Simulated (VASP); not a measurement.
# Zn (Im-3m) in VASP: a series of runs, part 2 of 2

VASP 6.6.1. Earlier steps stand in the parts before.

### Step 4. Single point, LDA

File INCAR:

```
SYSTEM = Zn
PREC = Accurate
ENCUT = 460
EDIFF = 1E-7
ISMEAR = -1
SIGMA = 0.15
LREAL = Auto
LASPH = .True.
NELM = 100
ALGO = Normal
ISIF = 2
LWAVE = .False.
LCHARG = .False.
NBANDS = 12
ADDGRID = .False.
```

File KPOINTS:

```
Automatic mesh
0
Gamma
  11 11 11
  0 0 0
```

File POSCAR:

```
Zn
1.0
   -1.5690370000      1.5690370000      1.5690370000
    1.5690370000     -1.5690370000      1.5690370000
    1.5690370000      1.5690370000     -1.5690370000
Zn
1
Direct
    0.0000000000      0.0000000000      0.0000000000
```

Potentials or basis: VASP PAW LDA potentials, release 64 (Zn).

On the command line:

```console
cat potpaw_LDA.64/Zn/POTCAR > POTCAR
mpirun -np 1 vasp_std > vasp.out
```

OUTCAR:

```text
SYSTEM = Zn
   PREC = Accurate
   ENCUT = 460
   EDIFF = 1E-7
   ISMEAR = -1
   LREAL = Auto
   LASPH = .True.
   NELM = 100
   ISIF = 2

 Found     56 irreducible k-points:

 Following reciprocal coordinates:
            Coordinates               Weight
  0.000000  0.000000  0.000000      1.000000
  0.090909  0.000000  0.000000     12.000000
  0.181818  0.000000  0.000000     12.000000
  0.272727  0.000000  0.000000     12.000000
  0.363636  0.000000  0.000000     12.000000
  0.454545  0.000000  0.000000     12.000000
   k-points           NKPTS =     56   k-points in BZ     NKDIM =     56   number of bands    NBANDS=     12
   number of dos      NEDOS =    301   number of ions     NIONS =      1
   total plane-waves  NPLWV =   8000
   dimension x,y,z NGX =    20 NGY =   20 NGZ =   20
   dimension x,y,z NGXF=    40 NGYF=   40 NGZF=   40
   ions per type =               1
   NGX,Y,Z   is equivalent  to a cutoff of  12.23, 12.23, 12.23 a.u.
   NGXF,Y,Z  is equivalent  to a cutoff of  24.47, 24.47, 24.47 a.u.
 SYSTEM =  Zn
   PREC   = accura    normal or accurate (medium, high low for compatibility)
   ISTART =      0    job   : 0-new  1-cont  2-samecut
   ICHARG =      2    charge: 1-file 2-atom 10-const
   ISPIN  =      1    spin polarized calculation?
   LNONCOLLINEAR =      F non collinear calculations
   LSORBIT =      F    spin-orbit coupling
   LASPH  =      T    aspherical Exc in radial PAW
   ENCUT  =  460.0 eV  33.81 Ry    5.81 a.u.   4.75  4.75  4.75*2*pi/ulx,y,z
   NELM   =    100;   NELMIN=  2; NELMDL= -5     # of ELM steps
   EDIFF  = 0.1E-06   stopping-criterion for ELM
   LREAL  =      T    real-space projection
   EDIFFG = 0.1E-05   stopping-criterion for IOM
   NSW    =      0    number of steps for IOM
   IBRION =     -1    ionic relax: 0-MD 1-quasi-New 2-CG
   NFREE  =      0    steps in history (QN), initial steepest desc. (CG)
   ISIF   =      2    stress and relaxation
   ISYM   =      2    0-nonsym 1-usesym 2-fastsym
   POTIM  = 0.5000    time-step for ionic-motion
   TEBEG  =    0.0;   TEEND  =   0.0 temperature during run
   PSTRESS=    0.0 pullay stress
   NELECT =      12.0000    total number of electrons
   NUPDOWN=      -1.0000    fix difference up-down
   EMIN   =  10.00;   EMAX   =-10.00  energy-range for DOS
   EFERMI =   0.00;   METHOD = LEGACY
   ISMEAR =    -1;   SIGMA  =   0.15  broadening in eV -4-tet -1-fermi 0-gaus
   EFERMI_NEDOS =   21; number of points for ismear=-14 and -15
   IALGO  =     38    algorithm
   IMIX   =      4    mixing-type and parameters
     AMIX     =   0.40;   BMIX     =  1.00
     AMIX_MAG =   1.60;   BMIX_MAG =  1.00
  volume/ion in A,a.u.               =      15.45       104.27
  Fermi-wavevector in a.u.,A,eV,Ry     =   1.504811  2.843681 30.809811  2.264457
  Thomas-Fermi vector in A             =   2.615742
   LORBIT       =      0    0 simple, 1 ext, 2 COOP (PROOUT), +10 PAW based schemes
   GGA     = CA    functional components
   LHFCALC =     F    Hartree Fock is set to
   AEXX    =    0.0000 exact exchange contribution
   IVDW    =     0    specifies the selected vdW correction
   LEPSILON=     F    determine dielectric tensor
   LRPA    =     F    only Hartree local field effects (RPA)
 non-spin polarized calculation
  energy-cutoff  :      460.00
  volume of cell :       15.45
 maximum number of plane-waves:       370
   NGX =  9   NGY =  9   NGZ =  9

 number of electron      12.0000023 magnetization

 Free energy of the ion-electron system (eV)
  ---------------------------------------------------
  ext. energy  EPLUGINS =         0.00000000
  ---------------------------------------------------
  free energy    TOTEN  =        -1.74099924 eV

  energy without entropy =       -1.71685685  energy(sigma->0) =       -1.72892805

 E-fermi :   2.7874     XC(G=0): -11.8175

 val. band max:        2.7277125655   @ k =   0.4545   0.0000   0.0000
 cond. band min:       2.9436663968   @ k =  -0.4545   0.4545   0.0909
 fundamental gap:      0.2159538312
 Fermi energy:         2.7873837102

 k-point     1 :       0.0000    0.0000    0.0000
  band No.  band energies     occupation
      1      -7.4887      2.00000
      2      -4.9887      2.00000
      3      -4.9887      2.00000
      4      -4.9887      2.00000
      5      -4.4852      2.00000
      6      -4.4852      2.00000
      7      21.5723      0.00000
      8      21.5723      0.00000
      9      21.5723      0.00000
     10      23.6934      0.00000
     11      23.6934      0.00000
     12      23.6934      0.00000

 k-point     2 :       0.0909    0.0000    0.0000
  band No.  band energies     occupation
      1      -7.2294      2.00000
      2      -5.0125      2.00000
      3      -4.9821      2.00000
      4      -4.9279      2.00000
      5      -4.5068      2.00000
      6      -4.4837      2.00000
      7      18.5927      0.00000
      8      20.0374      0.00000
      9      20.6019      0.00000
     10      22.1442      0.00000
     11      22.1534      0.00000
     12      23.3971      0.00000

 k-point     3 :       0.1818    0.0000    0.0000
  band No.  band energies     occupation
      1      -6.4986      2.00000
      2      -5.0762      2.00000
      3      -4.9351      2.00000
      4      -4.7608      2.00000
      5      -4.5445      2.00000
      6      -4.4790      2.00000
      7      14.0724      0.00000
      8      17.8731      0.00000
      9      18.7863      0.00000
     10      20.5529      0.00000
     11      21.1178      0.00000
     12      24.0989      0.00000

 k-point     4 :       0.2727    0.0000    0.0000
  band No.  band energies     occupation
      1      -5.7179      2.00000
      2      -5.1593      2.00000
      3      -4.5593      2.00000
      4      -4.5321      2.00000
      5      -4.4710      2.00000
      6      -4.4461      2.00000
      7       9.8245      0.00000
      8      16.0509      0.00000
      9      17.2208      0.00000
     10      19.3736      0.00000
     11      20.3357      0.00000
     12      25.4934      0.00000

 k-point     5 :       0.3636    0.0000    0.0000
  band No.  band energies     occupation
      1      -5.5788      2.00000
      2      -5.2352      2.00000
      3      -4.5355      2.00000
      4      -4.4616      2.00000
      5      -4.3108      2.00000
      6      -2.8262      2.00000
      7       6.0001      0.00000
      8      14.7475      0.00000
      9      16.1252      0.00000
     10      18.6063      0.00000
     11      19.8350      0.00000
     12      27.4176      0.00000

 k-point     6 :       0.4545    0.0000    0.0000
  band No.  band energies     occupation
      1      -5.6084      2.00000
      2      -5.2800      2.00000
      3      -4.5161      2.00000
      4      -4.4552      2.00000
      5      -4.1736      2.00000
      6      -0.5768      2.00000
      7       2.7277      1.19632
      8      14.0653      0.00000
      9      15.5643      0.00000
     10      18.2294      0.00000
     11      19.5965      0.00000
     12      29.6647      0.00000

 [... further k-points ...]

------------------------ aborting loop because EDIFF is reached ----------------------------------------

  FORCE on cell =-STRESS in cart. coord.  units (eV):
  Direction    XX          YY          ZZ          XY          YZ          ZX
  --------------------------------------------------------------------------------------
  -------------------------------------------------------------------------------------
  Total       -0.8135673     -0.8135673     -0.8135673      0.0000000     -0.0000000     -0.0000000
  in kB      -84.3615452    -84.3615452    -84.3615452      0.0000000     -0.0000000     -0.0000000
  external PRESSURE =     -84.3615452 kB  Pullay stress =       0.0000000 kB

 VOLUME and BASIS-vectors are now :
 -----------------------------------------------------------------------------
  energy-cutoff  :      460.00
  volume of cell :       15.45
      direct lattice vectors                 reciprocal lattice vectors
    -1.569037000  1.569037000  1.569037000     0.000000000  0.318666800  0.318666800
     1.569037000 -1.569037000  1.569037000     0.318666800  0.000000000  0.318666800
     1.569037000  1.569037000 -1.569037000     0.318666800  0.318666800  0.000000000

 POSITION                                       TOTAL-FORCE (eV/Angst)
 -----------------------------------------------------------------------------------
      0.00000      0.00000      0.00000         0.000000     -0.000000      0.000000
 -----------------------------------------------------------------------------------
    total drift:                                0.000000     -0.000000      0.000000

  FREE ENERGIE OF THE ION-ELECTRON SYSTEM (eV)
  ---------------------------------------------------
  free  energy   TOTEN  =        -1.7409992393 eV

  energy  without entropy=       -1.7168568537  energy(sigma->0) =       -1.72892805
```

OSZICAR:

```text
N       E                     dE             d eps       ncg     rms          rms(c)
DAV:   1     0.401795498103E+02    0.40180E+02   -0.62543E+03  1388   0.145E+03
DAV:   2    -0.683716253843E+00   -0.40863E+02   -0.38379E+02  1384   0.205E+02
DAV:   3    -0.185407727126E+01   -0.11704E+01   -0.11688E+01  1604   0.353E+01
DAV:   4    -0.185667015473E+01   -0.25929E-02   -0.25928E-02  1436   0.165E+00
DAV:   5    -0.185667228606E+01   -0.21313E-05   -0.21316E-05  1568   0.455E-02    0.272E+00
DAV:   6    -0.175296855155E+01    0.10370E+00   -0.51716E-01  1488   0.145E+01    0.209E+00
DAV:   7    -0.174474863333E+01    0.82199E-02   -0.11412E-02  1496   0.210E+00    0.104E+00
DAV:   8    -0.174100615196E+01    0.37425E-02   -0.15992E-03  1632   0.501E-01    0.281E-02
DAV:   9    -0.174099899015E+01    0.71618E-05   -0.74619E-05  2008   0.124E-01    0.195E-02
DAV:  10    -0.174099923956E+01   -0.24942E-06   -0.48853E-06  1428   0.355E-02    0.948E-04
DAV:  11    -0.174099923927E+01    0.29013E-09   -0.41494E-08  1004   0.340E-03
   1 F= -.17409992E+01 E0= -.17289280E+01  d E =-.241424E-01
```

Run time: 8.3 s. Hardware: 1 thread of Intel Xeon Platinum 8488C (Sapphire Rapids), shared host; peak memory 0.12 GiB.

These settings aren't checked as converged: the numbers below hold their error.

What came out:

- Free energy: -1.7410 eV
- Pressure: -8.4 GPa
- Band gap on the k mesh: none (metal or under the smearing width)

### Step 5. Single point, LDA

Edit INCAR of step 4 so:

```diff
@@ -3,6 +3,6 @@
 ENCUT = 460
-EDIFF = 1E-7
+EDIFF = 0.01
 ISMEAR = -1
 SIGMA = 0.15
-LREAL = Auto
+LREAL = .False.
 LASPH = .True.
```

KPOINTS is that of step 4.

POSCAR is that of step 4.

Potentials or basis: VASP PAW LDA potentials, release 64 (Zn).

On the command line:

```console
cat potpaw_LDA.64/Zn/POTCAR > POTCAR
mpirun -np 1 vasp_std > vasp.out
```

OUTCAR:

```text
SYSTEM = Zn
   PREC = Accurate
   ENCUT = 460
   EDIFF = 0.01
   ISMEAR = -1
   LREAL = .False.
   LASPH = .True.
   NELM = 100
   ISIF = 2

 Found     56 irreducible k-points:

 Following reciprocal coordinates:
            Coordinates               Weight
  0.000000  0.000000  0.000000      1.000000
  0.090909  0.000000  0.000000     12.000000
  0.181818  0.000000  0.000000     12.000000
  0.272727  0.000000  0.000000     12.000000
  0.363636  0.000000  0.000000     12.000000
  0.454545  0.000000  0.000000     12.000000
   k-points           NKPTS =     56   k-points in BZ     NKDIM =     56   number of bands    NBANDS=     12
   number of dos      NEDOS =    301   number of ions     NIONS =      1
   total plane-waves  NPLWV =   8000
   dimension x,y,z NGX =    20 NGY =   20 NGZ =   20
   dimension x,y,z NGXF=    40 NGYF=   40 NGZF=   40
   ions per type =               1
   NGX,Y,Z   is equivalent  to a cutoff of  12.23, 12.23, 12.23 a.u.
   NGXF,Y,Z  is equivalent  to a cutoff of  24.47, 24.47, 24.47 a.u.
 SYSTEM =  Zn
   PREC   = accura    normal or accurate (medium, high low for compatibility)
   ISTART =      0    job   : 0-new  1-cont  2-samecut
   ICHARG =      2    charge: 1-file 2-atom 10-const
   ISPIN  =      1    spin polarized calculation?
   LNONCOLLINEAR =      F non collinear calculations
   LSORBIT =      F    spin-orbit coupling
[... 66 lines left out ...]
      7      21.5962      0.00000
      8      21.5962      0.00000
      9      21.5962      0.00000
     10      23.6963      0.00000
     11      23.6963      0.00000
     12      23.6963      0.00000
[... 61 lines left out ...]
 k-point     6 :       0.4545    0.0000    0.0000
  band No.  band energies     occupation
      1      -5.5270      2.00000
      2      -5.1879      2.00000
      3      -4.4223      2.00000
      4      -4.3611      2.00000
      5      -4.0780      2.00000
      6      -0.5634      2.00000
      7       2.7506      1.18957
      8      14.0859      0.00000
      9      15.5691      0.00000
     10      18.2411      0.00000
     11      19.6099      0.00000
     12      29.6823      0.00000

 [... further k-points ...]

------------------------ aborting loop because EDIFF is reached ----------------------------------------

  FORCE on cell =-STRESS in cart. coord.  units (eV):
  Direction    XX          YY          ZZ          XY          YZ          ZX
  --------------------------------------------------------------------------------------
  -------------------------------------------------------------------------------------
  Total        0.1144343      0.1144343      0.1144343     -0.0000000     -0.0000000     -0.0000000
  in kB       11.8660824     11.8660824     11.8660824     -0.0000000     -0.0000000     -0.0000000
  external PRESSURE =      11.8660824 kB  Pullay stress =       0.0000000 kB

 VOLUME and BASIS-vectors are now :
 -----------------------------------------------------------------------------
  energy-cutoff  :      460.00
  volume of cell :       15.45
      direct lattice vectors                 reciprocal lattice vectors
    -1.569037000  1.569037000  1.569037000     0.000000000  0.318666800  0.318666800
     1.569037000 -1.569037000  1.569037000     0.318666800  0.000000000  0.318666800
     1.569037000  1.569037000 -1.569037000     0.318666800  0.318666800  0.000000000

 POSITION                                       TOTAL-FORCE (eV/Angst)
 -----------------------------------------------------------------------------------
      0.00000      0.00000      0.00000         0.000000      0.000000     -0.000000
 -----------------------------------------------------------------------------------
    total drift:                                0.000000      0.000000      0.000000

  FREE ENERGIE OF THE ION-ELECTRON SYSTEM (eV)
  ---------------------------------------------------
  free  energy   TOTEN  =        -1.7444774014 eV

  energy  without entropy=       -1.7204921494  energy(sigma->0) =       -1.73248478
```

OSZICAR:

```text
N       E                     dE             d eps       ncg     rms          rms(c)
DAV:   1     0.401792553570E+02    0.40179E+02   -0.62543E+03  1388   0.145E+03
DAV:   2    -0.683499683980E+00   -0.40863E+02   -0.38379E+02  1384   0.205E+02
DAV:   3    -0.185385175035E+01   -0.11704E+01   -0.11688E+01  1604   0.353E+01
DAV:   4    -0.185644056829E+01   -0.25888E-02   -0.25887E-02  1380   0.165E+00
DAV:   5    -0.185644628189E+01   -0.57136E-05   -0.57142E-05  1048   0.680E-02    0.272E+00
DAV:   6    -0.175273722371E+01    0.10371E+00   -0.51729E-01  1492   0.145E+01    0.209E+00
DAV:   7    -0.174447740137E+01    0.82598E-02   -0.11044E-02   856   0.211E+00
   1 F= -.17444774E+01 E0= -.17324848E+01  d E =-.239853E-01
```

stdout:

```text
POSCAR found type information on POSCAR Zn
 POSCAR found :  1 types and       1 ions
 scaLAPACK will be used
 LDA part: xc-table for (Slater(with rela. corr.)+CA(PZ))
 , standard interpolation
 POSCAR, INCAR and KPOINTS ok, starting setup
 FFT: planning ... GRIDC
 FFT: planning ... GRID_SOFT
 FFT: planning ... GRID
 WAVECAR not read
 entering main loop
```

Run time: 3 s. Hardware: 1 thread of Intel Xeon Platinum 8488C (Sapphire Rapids), shared host; peak memory 0.11 GiB.

The run converged, but some of its settings lie outside the range that counts as converged, so its numbers aren't taken as properties of the crystal.

What came out:

```
Free energy            : -1.7445 eV
Pressure               : 1.2 GPa
Band gap on the k mesh : none (metal or under the smearing width)
```

### Step 6. Single point, LDA

Edit INCAR of step 5 so:

```diff
@@ -3,3 +3,3 @@
 ENCUT = 460
-EDIFF = 0.01
+EDIFF = 0.001
 ISMEAR = -1
```

KPOINTS is that of step 5.

POSCAR is that of step 5.

Potentials or basis: VASP PAW LDA potentials, release 64 (Zn).

On the command line:

```console
cat potpaw_LDA.64/Zn/POTCAR > POTCAR
mpirun -np 1 vasp_std > vasp.out
```

It took 3.6 s on 1 thread of Intel Xeon Platinum 8488C (Sapphire Rapids), shared host; peak memory 0.11 GiB.

These settings aren't checked as converged: the numbers below hold their error.

Results:

- Free energy: -1.7408 eV
- Pressure: -7.5 GPa
- Band gap on the k mesh: none (metal or under the smearing width)
